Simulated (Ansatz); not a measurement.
Free-standing chains of the atoms of ZnS, named by their start (strip: triangular double chain, ladder: square double chain); atoms and period are relaxed, and energies count from relaxed bulk ZnS (F-43m, 20.16 Å³/atom, gap on the mesh 2.02 eV).

Method: DFT PBE, scalar-relativistic, plane waves, PAW in Ansatz.

Cutoff 420 eV, Gaussian smearing of 0.05 eV, energies at zero smearing, symmetry of each start kept, collinear spin where a moment is listed.

```csv
start,atoms,k mesh,excess energy (eV per host atom),period (Å),gap on the mesh (eV),highest filled level or Fermi level under vacuum (eV)
linear chain,2,1×1×15,0.907,4.177,1.66,6.00
dimerised chain,2,1×1×15,0.907,4.177,1.66,6.00
zigzag chain,2,1×1×17,0.765,3.982,2.53,5.82
ladder chain,4,1×1×15,0.523,4.050,2.71,-
strip chain,2,1×1×28,1.288,2.394,0,-
```

Zero in every row: size of the moment (μB per cell).

An odd mesh misses points on the zone edge, so a gap read on it can be too wide.

Each run keeps its start's symmetry and one magnetic start, so lower states can exist. Rows stand on unlike meshes and boxes, so starts that end alike can differ by a few hundredths of an eV per atom.